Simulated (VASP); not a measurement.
A run of VASP 6.6.1:

File INCAR:

```
PREC     = Accurate       # precision mode
ENCUT    = 350            # plane-wave cutoff, eV
EDIFF    = 1E-5           # SCF threshold, eV
ISMEAR   = 0              # smearing method
SIGMA    = 0.03           # smearing width, eV
LREAL    = Auto         
LASPH    = True           # aspherical terms in the spheres
NELM     = 120            # most SCF steps
ALGO     = Normal         # electronic algorithm
ISIF     = 2              # what is computed and relaxed
LWAVE    = False          # write WAVECAR
LCHARG   = False          # write CHGCAR
ISPIN    = 2              # spin polarisation
MAGMOM   = 0 0 0 0 0 0 0 0 0 0 0 0 0 0 0 0 0 0 0 0 0 0 0 0 # initial moments
LORBIT   = 11             # projections on sites
NUPDOWN  = 0              # fixed moment
LMAXMIX  = 4              # l up to which the mixer works
LDAU     = True           # DFT+U
LDAUTYPE = 2            
LDAUL    = 2 -1           # shell
LDAUU    = 3 0            # U, eV
LDAUJ    = 0 0          
LDAUPRINT= 1            
GGA      = PS             # functional
NELECT   = 106.0        
ISYM     = 0            
KPAR     = 4
```

KPOINTS

```
regular mesh
0
Gamma
  2 3 3
```

POSCAR

```
VSi23                                   
1.0
    0.0000000000      8.1555000000      8.1555000000
    5.4370000000      0.0000000000      5.4370000000
    5.4370000000      5.4370000000      0.0000000000
  V               Si            
     1    23
Direct
     0.9916910564946458    0.0020082161867984    0.0005795892888350
     0.0037283958119271    0.0016864349687360    0.4980552151249004
     0.0039535043963240    0.4969429324292248    0.0001792759098716
     0.0035737290859696    0.4999072928091065    0.4955730170489441
     0.3276933702442976    0.0045612210228031    0.0045858283019937
     0.3378550614605868    0.0000096815047018    0.4941062280779104
     0.3381748540250986    0.4943644132076912    0.9996030143262631
     0.3335320298294626    0.4998951012531918    0.4996552644784993
     0.6690485576833850    0.9993687310306980    0.9998998963374875
     0.6633075284888902    0.0007615883972198    0.5076367556332855
     0.6638362766305247    0.5075747113726787    0.9999829132033453
     0.6686265576997394    0.4990802393736085    0.4992520324695185
     0.0812299263732561    0.1260536069057109    0.1271304070408352
     0.0896494410300008    0.1270931748287662    0.6159736778974241
     0.0901079545450439    0.6172636139458981    0.1228655883847601
     0.0834070466637273    0.6263275468770355    0.6249049367247375
     0.4226790594115456    0.1198178666723804    0.1195235476824075
     0.4144266660916894    0.1241242281959148    0.6308756793651359
     0.4148329683045944    0.6310190942424276    0.1239432707941726
     0.4182784758779017    0.6242392318130554    0.6240415502828076
     0.7325414987588473    0.1369404653723071    0.1368419525091032
     0.7539023317534789    0.1234208388885319    0.6252017387482630
     0.7541036660730038    0.6246338990314533    0.1236655593484147
     0.7525380432660522    0.6246238696700692    0.6237540610210676
```

Potentials or basis: VASP PAW PBE potentials, release 64 (V_sv, Si).

Launch:

```console
$ cat potpaw_PBE.64/V_sv/POTCAR potpaw_PBE.64/Si/POTCAR > POTCAR
$ mpirun -np 4 vasp_std > vasp.out
```

Hardware: 4 MPI ranks on Intel(R) Xeon(R) 6975P-C (Granite Rapids), on a shared host.

Q: Estimate the wall time of this run.

A: It took 7.7 min on 4 MPI ranks on Intel(R) Xeon(R) 6975P-C (Granite Rapids), with other jobs on the host, peak memory 0.68 GiB a rank. Counts: scf iterations 78, k points 10.
